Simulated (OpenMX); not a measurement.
AlN:

```
CELL_PARAMETERS angstrom
3.11300 0.00000 0.00000
-1.55650 2.69594 0.00000
0.00000 0.00000 4.98100
ATOMIC_POSITIONS crystal
Al 0.66667 0.33333 0.50000
Al 0.33333 0.66667 0.00000
N 0.66667 0.33333 0.88000
N 0.33333 0.66667 0.38000
```

Base run:

```yaml
Program: OpenMX 3.8.5
Functional: PBE
Potentials_or_basis: OpenMX 2013 PBE set, Al7.0-s3p2d2, N6.0-s3p2d2, grid cutoff 400 Ry
k_mesh: 11 × 11 × 7
Occupations: fermi-dirac, width 0.05 eV
Spin: no spin polarisation
```

Its results: band gap on the k mesh 4.74 eV, direct; pressure 2.1 GPa; largest force 0.087 eV/Å.

Problem. The run is repeated on the same cell with these changes: potentials or basis from OpenMX 2013 PBE set, Al7.0-s3p2d2, N6.0-s3p2d2, grid cutoff 400 Ry to OpenMX 2013 PBE set, Al7.0-s2p2d1, N6.0-s2p2d1, grid cutoff 400 Ry. What comes out?

Solution. Band gap on the k mesh 4.89 eV, direct; pressure 2.9 GPa; largest force 0.074 eV/Å.

Caveats: the basis of atomic orbitals isn't converged, which shifts pressures, moduli and gaps.
